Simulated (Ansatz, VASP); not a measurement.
One calculation of SnH2, two programs

```
CELL_PARAMETERS angstrom
0.00000 2.65451 2.65451
2.65451 0.00000 2.65451
2.65451 2.65451 0.00000
ATOMIC_POSITIONS crystal
Sn 0.00000 0.00000 0.00000
H 0.25000 0.25000 0.25000
H 0.75000 0.75000 0.75000
```

The cell was built by a generator and needn't be a form met in nature.

Alike in both runs: task single point; functional PBE; k mesh 6 × 6 × 6; occupations fermi-dirac, width 0.02 eV; no spin polarisation.

|  | VASP | Ansatz |
| --- | --- | --- |
| version | VASP 6.6.1 | Ansatz 0.2.0 |
| potentials or method | VASP PAW PBE potentials, release 64 (Sn_d, H) | plane waves, PAW |
| plane-wave cutoff (eV) | 520 | 420 |
| valence electrons in the cell | 16 | 16 |

VASP gave:

| Property | Result |
| --- | --- |
| pressure (GPa) | 1.6 |

**Question.** What did Ansatz give for the same quantities?

**Answer.** Pressure (GPa): 1.7.
